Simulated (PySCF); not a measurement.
C4H9NO.
SMILES with atom numbers: `[CH2:1]1[CH2:2][O:3][CH2:4][CH2:5][NH:6]1` (hydrogens: H7, H8 on C1; H9, H10 on C2; H11, H12 on C4; H13, H14 on C5; H15 on N6)

The closed-shell ground state was solved at several levels (PySCF, density fitting, gas phase, non-relativistic). The structure is a single PBE0-D3(BJ)/def2-SVP conformer in the gas phase; no vibrational or solvent corrections.

| level | basis functions | total energy (Eh) | HOMO (eV) | LUMO (eV) | gap (eV) | dipole (D) |
| --- | --- | --- | --- | --- | --- | --- |
| LDA/pcSseg-1 | 147 | -285.3180 | -4.84 | 0.35 | 5.19 | 1.22 |
| OPBE/pcSseg-1 | 147 | -287.6300 | -4.69 | 0.78 | 5.47 | 1.19 |
| HF/pcSseg-1 | 147 | -285.9502 | -9.68 | 4.26 | 13.94 | 1.40 |
| BLYP/pcSseg-1 | 147 | -287.6398 | -4.62 | 0.53 | 5.15 | 1.17 |
| BP86/pcSseg-1 | 147 | -287.7633 | -4.83 | 0.62 | 5.45 | 1.19 |

What might PBE/pcSseg-1 (147 basis functions) give for the same quantities?

Total energy -287.4028 Eh, HOMO -4.72 eV, LUMO 0.53 eV, gap 5.25 eV, dipole 1.18 D.

Over all these levels, which gives the widest orbital gap and which the narrowest?

HF/pcSseg-1 (Hartree–Fock, all exact exchange) has the widest, 13.94 eV, and BLYP/pcSseg-1 (GGA) the narrowest, 5.15 eV. From the narrowest to the widest the HOMO moves by -5.06 eV and the LUMO by +3.73 eV.

How far do the dipole and the HOMO energy spread over the levels?

The dipole runs from 1.17 to 1.40 D (mean 1.22 D) and the HOMO from -9.68 to -4.62 eV.
